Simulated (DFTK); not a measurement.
Crystal: P.

```
CELL_PARAMETERS angstrom
1.64774 -5.46504 0.00000
1.64774 5.46504 0.00000
0.00000 0.00000 4.54364
ATOMIC_POSITIONS crystal
P 0.90414 0.09586 0.58882
P 0.09586 0.90414 0.41118
P 0.59586 0.40414 0.08882
P 0.40414 0.59586 0.91118
```

Base run:

```yaml
Program: DFTK 0.8.2
Functional: PBE
Potentials_or_basis: dojo.nc.sr.pbe.v0_4_1.standard.upf (PBE)
Cutoff: 762 eV
k_mesh: 8 × 8 × 6
Occupations: fermi-dirac, width 0.05 eV
Spin: no spin polarisation
```

Its results: band gap on the k mesh 0.09 eV, direct; pressure 2.1 GPa; largest force 0.352 eV/Å.

Question: The run is repeated on the same cell with these changes: functional from PBE to PBEsol; potentials or basis from dojo.nc.sr.pbe.v0_4_1.standard.upf (PBE) to dojo.nc.sr.pbesol.v0_4_1.standard.upf (PBEsol). What comes out?

Answer: Band gap on the k mesh 0.01 eV, direct; pressure -0.6 GPa; largest force 0.297 eV/Å.

A k mesh can miss the band edges.

Not every run made on this cell is shown here.
